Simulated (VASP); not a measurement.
Here is a VASP 6.6.1 calculation.

The input INCAR:

```
ALGO     = Normal         # electronic algorithm
DIPOL    = 0.5 0.5 0.500
EDIFF    = 1E-6           # SCF threshold, eV
EDIFFG   = -0.02          # ionic threshold
ENCUT    = 520            # plane-wave cutoff, eV
GGA      = PE             # functional
IBRION   = 2              # ionic algorithm
IDIPOL   = 3            
ISIF     = 2              # what is computed and relaxed
ISMEAR   = -1             # smearing method
IVDW     = 11             # dispersion correction
LASPH    = T              # aspherical terms in the spheres
LCHARG   = F              # write CHGCAR
LDIPOL   = T            
LREAL    = F              # projectors in reciprocal space
LWAVE    = F              # write WAVECAR
NELM     = 100            # most SCF steps
NSW      = 40             # ionic steps
PREC     = Accurate       # precision mode
SIGMA    = 0.05           # smearing width, eV
```

KPOINTS

```
k-points
0
Gamma
  5 5 1
```

POSCAR

```
BaS
1.0
    4.5166445648      0.0000000000      0.0000000000
    0.0000000000      4.5166445648      0.0000000000
    0.0000000000      0.0000000000     24.5812500000
Ba S
4 4
Selective dynamics
Direct
    0.5000000000      0.5000000000      0.3051106026  F F F
    0.0000000000      0.0000000000      0.4350368675  F F F
    0.5000000000      0.5000000000      0.5649631325  T T T
    0.0000000000      0.0000000000      0.6948893974  T T T
    0.0000000000      0.0000000000      0.3051106026  F F F
    0.5000000000      0.5000000000      0.4350368675  F F F
    0.0000000000      0.0000000000      0.5649631325  T T T
    0.5000000000      0.5000000000      0.6948893974  T T T
```

Potentials or basis: VASP PAW PBE potentials, release 64 (Ba_sv, S).

Run with:

```console
$ cat potpaw_PBE.64/Ba_sv/POTCAR potpaw_PBE.64/S/POTCAR > POTCAR
$ mpirun -np 1 vasp_std > vasp.out
```

Problem. Estimate the band gap on the k mesh.

Solution. 2.06 eV, direct.

Problem. What does it give for the energy gained by relaxing?

Solution. 0.6 meV/atom.

The path:
```csv
step,energy change (eV),largest force (eV/Å),pressure (GPa)
1,0.0000,0.1561,-0.30
2,-0.0018,0.1540,-0.30
3,-0.0046,0.1474,-0.27
4,-0.0047,0.1466,-0.27
5,-0.0050,0.1398,-0.27
6,-0.0050,0.1362,-0.27
```

Caveat: spin-orbit coupling is left out, which moves the levels of the heavy elements. Expect the measured gap to be larger: semilocal functionals such as PBE lack the derivative discontinuity.
